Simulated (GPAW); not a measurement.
Runs of GPAW 26.7.0 on SnTe. Symmetry: Fm-3m, No. 225, cubic system. Conventional cell: a = 6.302 Å, b = 6.302 Å, c = 6.302 Å, α = 90.00°, β = 90.00°, γ = 90.00°. Around Te (site symmetry m-3m) lie 6 Sn at 3.15 Å. Around Sn (site symmetry m-3m) lie 6 Te at 3.15 Å. 

```tsv
task	level	potentials or basis	cell	k mesh	cutoff (eV)	smearing	maxiter	convergence	supercell	supercell k mesh	displacement	mesh quality	gap on the mesh (eV)	pressure (GPa)
electron localisation function	PW91	PAW data sets generated in the run's folder for this functional, pw	as given	4 × 4 × 4	510	fermi-dirac 0.01 eV	150	-	-	-	-	coarse	0.08	1.0
gruneisen	AM05	PAW data sets generated in the run's folder for this functional, pw	relaxed	5 × 5 × 5	510	fermi-dirac 0.05 eV	150	density=1e-06 eigenstates=1e-09	2 × 2 × 2	3 × 3 × 3	0.01	coarse	-	0.0
single point	LDA	the program's PAW data sets (release 1.2.1) made for this functional, pw	as given	6 × 6 × 6	450	fermi-dirac 0.05 eV	80	-	-	-	-	not flagged	0.11	(a)
band structure	PBE	PAW data sets generated in the run's folder for this functional, pw	as given	6 × 6 × 6	600	fermi-dirac 0.05 eV	150	-	-	-	-	not flagged	0.11	2.0
```

Alike in all rows: no spin polarisation.

Estimate the missing entries.

(a) -2.6.

Caveats: some runs use coarse meshes; the cutoff is short for stress and forces, so pressures can be off by a GPa or more (some runs); spin-orbit coupling is left out, which moves the levels of the heavy elements (some runs); the density grid can change from cell to cell, which puts small steps into energies and stress (some runs); some modes are imaginary (some runs); the LO-TO splitting is left out (some runs).

A k mesh can miss the band edges, and the runs leave out spin-orbit coupling on Sn, Te.

Not every run made on this cell is shown here.
